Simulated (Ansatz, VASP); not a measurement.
One calculation of Pb, two programs

```
Pb
1.0
     0.00000    2.43958    2.43958
     2.43958    0.00000    2.43958
     2.43958    2.43958    0.00000
Pb
1
Direct
  0.00000 0.00000 0.00000
```

Alike in both runs: functional PBE; k mesh 14 × 14 × 14; occupations fermi-dirac, width 0.1 eV; no spin polarisation.

Ansatz relaxed the structure, and its values are those at the end. VASP's run is a single point on that final structure, the one shown.

```csv
,VASP,Ansatz
version,VASP 6.6.1,Ansatz 0.2.0
potentials or method,"VASP PAW PBE potentials, release 64 (Pb_d)","PAW with Ansatz's default frozen-core files, scalar-relativistic"
plane-wave cutoff (eV),520,420
valence electrons in the cell,14,14
```

|  | VASP | Ansatz | Ansatz less VASP |
| --- | --- | --- | --- |
| pressure (GPa) | 4.8 | 4.9 | +0.07 |

The functional is the same, so the differences come from potentials, cutoffs and numerics.

The runs have no spin-orbit coupling, so splittings on Pb are missing.
